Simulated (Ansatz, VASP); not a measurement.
**One calculation of MgS, two programs**

```
CELL_PARAMETERS angstrom
3.27518 0.00000 0.00000
0.00000 3.27518 0.00000
0.00000 0.00000 3.27518
ATOMIC_POSITIONS crystal
Mg 0.00000 0.00000 0.00000
S 0.50000 0.50000 0.50000
```

Change from the starting cell: species swapped into the ZrIn type (P4/mmm, No. 123).

Alike in both runs: functional PBE; k mesh 16 × 16 × 16; occupations gaussian, width 0.1 eV; no spin polarisation.

Ansatz relaxed the structure, and its values are those at the end. VASP's run is a single point on that final structure, the one shown.

```csv
,VASP,Ansatz
version,VASP 6.6.1,Ansatz 0.2.0
potentials or method,"VASP PAW PBE potentials, release 64 (Mg, S)","scalar-relativistic, plane waves, PAW"
plane-wave cutoff (eV),520,420
valence electrons in the cell,8,16
```

|  | VASP | Ansatz | Ansatz less VASP |
| --- | --- | --- | --- |
| gap on the k mesh at the Fermi level (eV) | none | none | - |
| pressure (GPa) | -0.3 | 0.0 | +0.30 |

A gap of «none» marks a metal or a gap that the smearing closes. The two sets of potentials don't hold the same shells in valence.
